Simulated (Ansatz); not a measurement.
Runs of Ansatz 0.2.0 on Sc. The structure is hexagonal, space group P6_3/mmc (No. 194). Conventional cell: a = 3.309 Å, b = 3.309 Å, c = 5.273 Å, α = 90.00°, β = 90.00°, γ = 120.00°. Around Sc (site symmetry -6m2) lie 12 Sc at 3.26 to 3.31 Å. 

```tsv
task	level	U	smearing	points for each segment of the path	hubbard projectors	double counting	gap on the mesh (eV)	pressure (GPa)
single point	PBEsol	-	gaussian 0.02 eV	-	-	-	none	-2.8
single point	RPBE	-	gaussian 0.05 eV	-	-	-	none	1.3
band structure	PBEsol+U	Sc d U = 4.3 eV	fermi-dirac 0.05 eV	14	ortho-atomic (the default)	fll (the default)	none	5.0
atomic charges	LDA+D3(BJ)	-	fermi-dirac 0.05 eV	-	-	-	none	(a)
```

Alike in all rows: potentials or basis Ansatz PAW; no spin polarisation; cell as given; k mesh 9 × 9 × 5; cutoff (eV) 420.

Q: Estimate the missing entries.

A: (a) -7.8.

Caveats: the PAW data sets come from PBE, with cores solved anew for the run's functional, which leaves a small shift of forces and pressure; U without spin polarisation on a metal has little footing (some runs); the U is typed as a test and isn't derived for this compound (some runs); pairwise dispersion overbinds metals, which lowers pressure and volume (some runs); the dispersion damping was fitted for another functional or another form of the correction (some runs).

A gap of «none» marks a metal or a gap under the smearing width.

Runs at the PBE level aren't shown here.
